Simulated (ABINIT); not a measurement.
**A self-consistent single point of Li3N (P6/mmm, 4 atoms in the cell) with ABINIT**

Method: PBE, PAW (JTH v2.0 PBE PAW) (plane waves; ABINIT 10.0.3).

This input was run:

```
# Li3N, JTH v2.0 PBE PAW
pp_dirpath "./"
pseudos "Li.GGA_PBE-JTH.xml, N.GGA_PBE-JTH.xml"
acell 3*1.0 Angstrom
rprim
         3.5725499675    0.0000000075    0.0000000000
        -1.7862749903    3.0939190244    0.0000000000
         0.0000000000    0.0000000000    3.8149370000
natom 4
ntypat 2
znucl 3 7
typat 1 1 1 2
xcart
         0.0000000000    0.0000000000    1.9074685000
        -0.0000000044    2.0626126854    0.0000000000
         1.7862749816    1.0313063465    0.0000000000
         0.0000000000    0.0000000000    0.0000000000
      Angstrom
ecut 26
pawecutdg 52
pawxcdev 0
occopt 1
nband 10
kptopt 1
ngkpt 6 6 5
nshiftk 1
shiftk 0 0 0
nstep 100
tolvrs 1.0e-12
diemac 4
prtwf 0
prtden 0
enunit 1
```

Output, abridged:

```
 Symmetries : space group P6/m m m (#191); Bravais hP (primitive hexag.)

 -outvars: echo values of preprocessed input variables --------
            acell      1.8897261329E+00  1.8897261329E+00  1.8897261329E+00 Bohr
           diemac      4.00000000E+00
             ecut      2.60000000E+01 Hartree
           enunit           1
              ixc     -101130
         kptrlatt        6    0    0      0    6    0      0    0    5
          kptrlen      3.60459307E+01
            natom           4
            nband          10
            ngfft          32      32      36
          ngfftdg          45      45      48
             nkpt          21
            nstep         100
             nsym          24
           ntypat           2
        pawecutdg      5.20000000E+01 Hartree
         pawxcdev           0
            rprim      3.5725499675E+00  7.5000000000E-09  0.0000000000E+00
                      -1.7862749903E+00  3.0939190244E+00  0.0000000000E+00
                       0.0000000000E+00  0.0000000000E+00  3.8149370000E+00
          spgroup         191
           tolvrs      1.00000000E-12
            typat      1  1  1  2
           useylm           1
             xred      0.0000000000E+00  0.0000000000E+00  5.0000000000E-01
                       3.3333333333E-01  6.6666666667E-01  0.0000000000E+00
                       6.6666666667E-01  3.3333333333E-01  0.0000000000E+00
                       0.0000000000E+00  0.0000000000E+00  0.0000000000E+00
            znucl        3.00000    7.00000

== DATASET  1 ==================================================================

 Real(R)+Recip(G) space primitive vectors, cartesian coordinates (Bohr,Bohr^-1):
 R(1)=  6.7511410  0.0000000  0.0000000  G(1)=  0.1481231  0.0855189  0.0000000
 R(2)= -3.3755705  5.8466596  0.0000000  G(2)= -0.0000000  0.1710378  0.0000000
 R(3)=  0.0000000  0.0000000  7.2091861  G(3)=  0.0000000  0.0000000  0.1387119
 Unit cell volume ucvol=  2.8455828E+02 bohr^3
 Angles (23,13,12)=  9.00000000E+01  9.00000000E+01  1.20000000E+02 degrees

 Coarse grid specifications (used for wave-functions):

 getcut: wavevector=  0.0000  0.0000  0.0000  ngfft=  32  32  36
         ecut(hartree)=     26.000   => boxcut(ratio)=   2.06500

 Fine grid specifications (used for densities):

 getcut: wavevector=  0.0000  0.0000  0.0000  ngfft=  45  45  48
         ecut(hartree)=     52.000   => boxcut(ratio)=   2.00775

   2.83677204E+02                                ecore*ucvol(ha*bohr**3)

_setup2: Arith. and geom. avg. npw (full set) are    1802.628    1802.612

--- !BeginCycle
solver: {iscf: 17, nstep: 100, nline: 4, wfoptalg: 10, }
tolerances: {tolvrs: 1.00E-12, }
...

     iter   Etot(hartree)      deltaE(h)  residm     nres2
 ETOT  1  -32.659200675307    -3.266E+01 9.983E-01 2.939E+01
 ETOT  2  -32.677773372593    -1.857E-02 3.441E-02 2.023E+01
 ETOT  3  -32.651155742511     2.662E-02 5.904E-03 9.933E-01
 ETOT  4  -32.650193445587     9.623E-04 3.443E-03 4.069E-01
 ETOT  5  -32.649669645569     5.238E-04 8.704E-04 1.097E-02
 ETOT  6  -32.649677634064    -7.988E-06 1.299E-04 6.107E-04
   [... 3 lines left out ...]
 ETOT 10  -32.649676938543    -7.189E-11 1.865E-04 4.346E-08
 ETOT 11  -32.649676938482     6.059E-11 2.584E-04 1.037E-10
 ETOT 12  -32.649676938483    -3.411E-13 1.525E-04 6.027E-12
 ETOT 13  -32.649676938482     1.563E-13 1.831E-04 1.121E-11
 ETOT 14  -32.649676938483    -1.137E-13 9.659E-05 4.003E-14

 At SCF step   14       nres2   =  4.00E-14 < tolvrs=  1.00E-12 =>converged.

 Cartesian components of stress tensor (hartree/bohr^3)
  sigma(1 1)= -1.01542478E-04  sigma(3 2)=  0.00000000E+00
  sigma(2 2)= -1.01542478E-04  sigma(3 1)=  0.00000000E+00
  sigma(3 3)= -7.73859003E-05  sigma(2 1)=  6.02637681E-14

 ----iterations are completed or convergence reached----

 reduced coordinates (array xred) for    4 atoms
       0.000000000000      0.000000000000      0.500000000000
       0.333333333333      0.666666666667      0.000000000000
       0.666666666667      0.333333333333      0.000000000000
       0.000000000000      0.000000000000      0.000000000000
 cartesian forces (eV/Angstrom) at end:
    1     -0.00000000000000    -0.00000000000000    -0.00000000000000
    2     -0.00000000000000     0.00000000000000    -0.00000000000000
    3      0.00000000000000    -0.00000000000000    -0.00000000000000
    4     -0.00000000000000    -0.00000000000000    -0.00000000000000
 frms,max,avg= 1.6548394E-28 3.3303000E-28   0.000E+00  0.000E+00  0.000E+00 e/A
 length scales=  1.889726132886  1.889726132886  1.889726132886 bohr
              =  1.000000000000  1.000000000000  1.000000000000 angstroms
 Fermi (or HOMO) energy (eV) =   0.68543   Average Vxc (eV)=  -8.45309
 Eigenvalues (   eV  ) for nkpt=  21  k points:
 kpt#   1, nband= 10, wtk=  0.00556, kpt=  0.0000  0.0000  0.0000 (reduced coord)
 -43.71640  -43.31638  -43.23221  -10.82689   -0.94991    0.49220    0.49220    1.88059
   8.22369    8.22369
 prteigrs : prtvol=0 or 1, do not print more k-points.

--- !EnergyTerms
comment             : Components of total free energy in Hartree
kinetic             :  1.06852539617869E+01
hartree             :  7.89125285777690E+00
xc                  : -4.67690484521966E+00
Ewald energy        : -1.55887012177365E+01
psp_core            :  9.96903692679714E-01
local_psp           : -2.08030572196984E+01
spherical_terms     : -1.11544241153297E+01
total_energy        : -3.26496768857407E+01
total_energy_eV     : -8.88442890642860E+02
...

-Cartesian components of stress tensor (GPa)         [Pressure=  2.7506E+00 GPa]
- sigma(1 1)= -2.98748234E+00  sigma(3 2)=  0.00000000E+00
- sigma(2 2)= -2.98748234E+00  sigma(3 1)=  0.00000000E+00
- sigma(3 3)= -2.27677141E+00  sigma(2 1)=  1.77302097E-09

 Calculation completed.
```

The run converged in 14 iterations.

The starting cell comes from a database of computed structures (which also holds hypothetical and non-ambient phases and stackings), without a prior relaxation at this level. Its lattice was rescaled by a random factor within 2.5 % of one.
